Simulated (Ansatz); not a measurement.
## Symmetry broken, then relaxed in TaN

The calculation used DFT PBEsol, scalar-relativistic, plane waves, PAW (Ansatz 0.2.0). Cutoff 420 eV, Γ-centred 12×12×12 k-points, Gaussian smearing of 0.15 eV. Spin–orbit coupling is left out, which can shift energies with elements as heavy as these. No spin polarisation. Energies are free energies at this smearing, counted from the undisturbed cell; pressure is positive in compression.

The starting cell (relaxed at this level; this rock-salt form isn't the usual structure):

```yaml
crystal:
  lattice:
    - [0.00000, -2.18784, -2.18784]
    - [-2.18784, 0.00000, -2.18784]
    - [2.18784, 2.18784, -4.37569]
  atoms:
    - { symbol: Ta, position: [0.75000, 0.75000, 0.75000] }
    - { symbol: Ta, position: [0.25000, 0.25000, 0.25000] }
    - { symbol: N, position: [0.00000, 0.00000, 0.00000] }
    - { symbol: N, position: [0.50000, 0.50000, 0.50000] }
```

The atoms are displaced (Å, in the unstrained cell):

```csv
atom,ux,uy,uz
Ta1,-0.006,0.000,0.013
Ta2,0.010,0.004,-0.008
N3,0.021,-0.015,-0.008
N4,-0.025,0.011,0.002
```

The cell is strained by (0.0426, -0.0257, -0.0169, -0.0332, 0.0559, -0.0257) (xx, yy, zz, yz, xz, xy; engineering shear). Cell and atoms are then relaxed.

Question: Does the relaxation return to the undisturbed structure?

Answer: Yes (up to a choice of domain or origin): same space group and volume, and an energy -0.1 meV/atom from it. The disturbance itself cost 62.7 meV/atom. The final space group reads Fm-3m (tolerance 0.05 Å) and the volume changes by 0.00 %.

Final structure:

```
CELL_PARAMETERS angstrom
-0.00013 -2.19265 -2.19261
-2.19278 0.00039 -2.19315
2.17257 2.17351 -4.36582
ATOMIC_POSITIONS crystal
Ta 0.75001 0.75000 0.75000
Ta 0.24999 0.25000 0.25000
N 0.00000 0.00000 0.00000
N 0.50000 0.50000 0.50000
```

The relaxation, step by step (energy from the first step; small jumps at an unchanged geometry come where the plane waves are selected anew for the new cell):

| step | ΔE (meV/atom) | largest force component (eV/Å) | pressure (GPa) |
| --- | --- | --- | --- |
| 1 | 0.0 | 0.349 | 4.88 |
| 2 | -57.6 | 0.095 | -1.18 |
| 3 | -61.6 | 0.006 | 1.30 |
| 4 | -61.8 | 0.003 | 0.06 |
| 5 | -61.8 | 0.000 | 0.00 |
| 6 | -62.8 | 0.000 | 0.12 |
| 7 | -62.8 | 0.000 | 0.00 |
| 8 | -62.8 | 0.000 | 0.00 |